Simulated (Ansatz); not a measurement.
Set up this calculation in Ansatz 0.2.0, as the native input.

```yaml
Task: single point
Functional: PBE
Potentials_or_basis: Ansatz PAW
Cutoff: "420 eV (not typed: the program's choice for these potentials)"
k_mesh: 10 × 10 × 10
Occupations: fermi-dirac, width 0.05 eV
Spin: no spin polarisation
```

The system is Al.

```
Al
1.0
     2.72314    0.02266    0.02199
     0.02266    2.75688    0.04783
     0.02199    0.04783    2.68691
Al
1
Direct
  0.01017 0.97987 0.00353
```

The cell isn't the ideal one: cell strained at random at fixed volume.

The input as run:

input.yaml

```yaml
crystal:
  lattice:
    - [2.723135, 0.022662, 0.021993]
    - [0.022662, 2.756882, 0.047829]
    - [0.021993, 0.047829, 2.686914]
  atoms:
    - { symbol: Al, position: [0.010173, -0.020131, 0.003533] }
hamiltonian:
  xc: pbe
  pseudopotentials: { kind: paw }
kpoints:
  mp_grid: { grid: [10, 10, 10] }
scf:
  occupations: { method: fermi_dirac, width: 0.05 }
output:
  forces: true
  stress: true
  eigenvalues: true
  write_density: true
  write_potential: true
  elf: true
  volumetric_format: npy
```

Potentials or basis: Ansatz PAW.

The run is started by

```sh
$ ansatz run input.yaml --threads 2 --pin off --max-ram 5632MiB --backend cpu --events-out ev --progress --plain --runs-dir out
```

Results of the run:

```
Pressure               : 0.2 GPa
Band gap on the k mesh : none (metal or under the smearing width)
```

Wall time 2.9 s on 2 threads of Arm Neoverse V1 (shared host), peak memory 0.34 GiB.
